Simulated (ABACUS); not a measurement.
Crystal: HfN.

```
Hf N
1.0
     0.00000    2.25600    2.25600
     2.25600    0.00000    2.25600
     2.25600    2.25600    0.00000
Hf N
1 1
Direct
  0.00000 0.00000 0.00000
  0.50000 0.50000 0.50000
```

Program: ABACUS 3.10.1. Alike in all runs: task single point; no spin polarisation; cell as given; smearing fermi-dirac 0.05 eV.

Question: Order these runs on this cell by their pressure, lowest first.
A. level PBE; potentials or basis PseudoDojo NC SR 0.4.1 PBE standard, DZP LCAO (the cutoffs set its grid); k mesh 10 × 10 × 10; cutoff (eV) 1361; radial cutoff of the potentials (pseudo_rcut) 10 bohr; SCF threshold on the density 1e-07; eigensolver genelpa
B. level LDA; potentials or basis PseudoDojo NC SR 0.4.1 LDA standard, plane waves; k mesh 8 × 8 × 8; cutoff (eV) 1143; radial cutoff of the potentials (pseudo_rcut) 7 bohr; SCF threshold on the density 1e-08; eigensolver dav
C. level PBEsol; potentials or basis PseudoDojo NC SR 0.4.1 PBEsol standard, plane waves; k mesh 10 × 10 × 10; cutoff (eV) 1143; radial cutoff of the potentials (pseudo_rcut) 7 bohr; SCF threshold on the density 1e-08; eigensolver dav

Answer: B (-11.9 GPa), C (-2.8 GPa), A (6.9 GPa).

Caveats: the atomic orbitals were generated for these runs and aren't a published set (some runs); the basis of atomic orbitals isn't converged, which shifts pressures, moduli and gaps (some runs).

Not every run made on this cell is shown here.
